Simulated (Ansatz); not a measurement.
MoSe2:

```
Mo Se
1.0
     3.28800    0.00000    0.00000
    -1.64400    2.84749    0.00000
     0.00000    0.00000   12.90000
Mo Se
2 4
Direct
  0.66667 0.33333 0.75000
  0.33333 0.66667 0.25000
  0.66667 0.33333 0.37500
  0.33333 0.66667 0.87500
  0.66667 0.33333 0.12500
  0.33333 0.66667 0.62500
```

Base run:

* Program: Ansatz 0.2.0
* Functional: PBE0
* Potentials or basis: Ansatz PAW
* Cutoff: 420 eV (not typed: the program's choice for these potentials)
* k mesh: 6 × 6 × 2
* Occupations: fermi-dirac, width 0.05 eV
* Spin: no spin polarisation

Its results: band gap on the k mesh 1.98 eV, indirect (least direct gap 2.46 eV); pressure 3.6 GPa; largest force 0.609 eV/Å.

Problem. The run is repeated on the same cell with these changes: functional from PBE0 to HSE06. What comes out?

Solution. Band gap on the k mesh 1.33 eV, indirect (least direct gap 1.81 eV); pressure 3.6 GPa; largest force 0.593 eV/Å.

Caveats: the cell's inner coordinates are idealised or old, which leaves forces on the atoms; this functional lacks dispersion, which binds the layers, so the pressure and a relaxed spacing across them are unreliable; the PAW data sets come from PBE, with cores solved anew for the run's functional, which leaves a small shift of forces and pressure; the thresholds are loose for stress.
